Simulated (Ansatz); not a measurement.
The system is Nb.

```
CELL_PARAMETERS angstrom
-1.66395 1.66395 1.66395
1.66395 -1.66395 1.66395
1.66395 1.66395 -1.66395
ATOMIC_POSITIONS crystal
Nb 0.00000 0.00000 0.00000
```

Program: Ansatz 0.2.0. Alike in all runs: cell as given. Hardware: 1 thread of Arm Neoverse V1, with other jobs on the host.

Task: Order these runs on this cell by their wall time, lowest first.
A. task single point; level r2SCANh; potentials or basis Ansatz PAW; spin SOC, no magnetisation; k mesh 8 × 8 × 8; cutoff (eV) 500; smearing gaussian 0.02 eV; other keys hamiltonian.pseudopotentials = kind paw_fr; …; mesh quality not flagged
B. task single point; level PBE+D4; potentials or basis SSSP efficiency PAW; spin off; k mesh 11 × 11 × 11; cutoff (eV) 544; smearing fermi-dirac 0.1 eV; other keys hamiltonian.xc = pbe; mesh quality not flagged
C. task Wannier functions; level BPBE+D4; potentials or basis SSSP precision PAW; spin collinear, ferromagnetic start; k mesh 11 × 11 × 11; cutoff (eV) 544; smearing methfessel-paxton 0.15 eV; mesh quality not flagged
D. task single point; level HSE06+D3(BJ); potentials or basis Ansatz PAW; spin collinear, ferromagnetic start; k mesh 7 × 7 × 7; cutoff (eV) 420; smearing gaussian 0.05 eV; mesh quality coarse

Result: B (1.4 s), C (11 s), D (31 s), A (270 s).

Caveats: some runs use coarse meshes; the dispersion damping was fitted for another functional or another form of the correction (some runs); the starting moments weren't kept (some runs); the magnetic or orbital state may not be the lowest (some runs).
